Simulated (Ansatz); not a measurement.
KCl, DFT, PBE, all-electron LAPW, scalar-relativistic (Ansatz 0.2.0), run on 1 thread of Intel(R) Xeon(R) Platinum 8488C (Sapphire Rapids) on a shared host.

Structure: COD 9003114, as refined from experiment and not relaxed. The listed cell was then made from it by scaling, straining or moving an atom.

Command: `ansatz run input.yaml --threads 1 --pin off --max-ram 3072MiB --backend cpu --events-out ev --progress --plain --runs-dir out`

```yaml
crystal:
  lattice:
    - [0.0, 3.1561, 3.219222]
    - [3.1561, 0.0, 3.219222]
    - [3.1561, 3.1561, 0.0]
  atoms:
    - { symbol: K, position: [0.0, 0.0, 0.0] }
    - { symbol: Cl, position: [0.5, 0.5, 0.5] }
kpoints:
  mp_grid: { grid: [7, 7, 7] }
  band_path:
    path:
      - [0.0, 0.0, 0.0]
      - [0.0, 0.5, 0.5]
      - [0.25, 0.75, 0.5]
      - [0.0, 0.5, 0.0]
      - [0.0, 0.0, 0.0]
      - [0.5, 0.5, 0.0]
      - [0.3701460977, 0.6298539023, 0.0]
      - [-0.3701460977, 0.3701460977, 0.0]
      - [0.0, 0.0, 0.0]
    npoints: 5
scf:
  occupations: { method: fermi_dirac, width: 0.03 }
hamiltonian:
  xc: pbe
  pseudopotentials: { kind: all_electron, lapw: { basis_error: 0.001 } }
output:
  forces: true
  stress: true
  eigenvalues: true
```

Problem. How large is the problem that the program sets up?

Solution. 40 irreducible k-points, 259 plane waves at Γ, 16 bands.

Problem. About how long does it take, and how much memory does it use?

Solution. 4.6 s of wall time for 7 SCF iterations, with a peak of 0.29 GiB. Times on shared machines scatter by tens of per cent.
